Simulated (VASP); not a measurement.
Input of a VASP 6.6.1 run:

File INCAR:

```
SYSTEM = BaS
PREC = Accurate
ENCUT = 600
EDIFF = 1E-6
ISMEAR = -1
SIGMA = 0.05
LREAL = .FALSE.
LASPH = .TRUE.
NELM = 80
ALGO = Fast
ISIF = 3
LWAVE = .FALSE.
LCHARG = .FALSE.
GGA = B5
ALDAX = 1.0
AGGAX = 1.0
AGGAC = 1.0
ALDAC = 0.0
IVDW = 13
VDW_S6 = 1.0
VDW_S8 = 2.34076671
VDW_A1 = 0.44488865
VDW_A2 = 4.0933009
IBRION = 2
NSW = 40
EDIFFG = -0.02
```

Contents of KPOINTS:

```
Automatic mesh
0
G
  7 7 7
  0 0 0
```

File POSCAR:

```
BaS
1.0
    0.0000000000      3.1937500000      3.1937500000
    3.1937500000      0.0000000000      3.1937500000
    3.1937500000      3.1937500000      0.0000000000
Ba S
1 1
Direct
    0.0000000000      0.0000000000      0.0000000000
    0.5000000000      0.5000000000      0.5000000000
```

Potentials or basis: VASP PAW PBE potentials, release 64 (Ba_sv, S).

Command:

```bash
$ cat potpaw_PBE.64/Ba_sv/POTCAR potpaw_PBE.64/S/POTCAR > POTCAR
$ mpirun -np 1 vasp_std > vasp.out
```

Problem. What does it give for the space group after relaxing (to 0.05 Å)?

Solution. Fm-3m (No. 225).

Problem. Estimate the relaxed volume.

Solution. 33.65 Å³/atom.

Problem. Estimate the relaxed cell.

Solution. a = 4.566 Å, b = 4.566 Å, c = 4.566 Å, α = 60.00°, β = 60.00°, γ = 60.00°.

Final structure:
```xyz
2
Lattice="0.0000 3.2285 3.2285 3.2285 0.0000 3.2285 3.2285 3.2285 0.0000" Properties=species:S:1:pos:R:3 pbc="T T T"
Ba    0.0000    0.0000    0.0000
S     3.2285    3.2285    3.2285
```

Caveat: the PAW data sets were made with another functional, which shifts forces and pressure a little. Zero-point motion and thermal expansion aren't in these numbers.
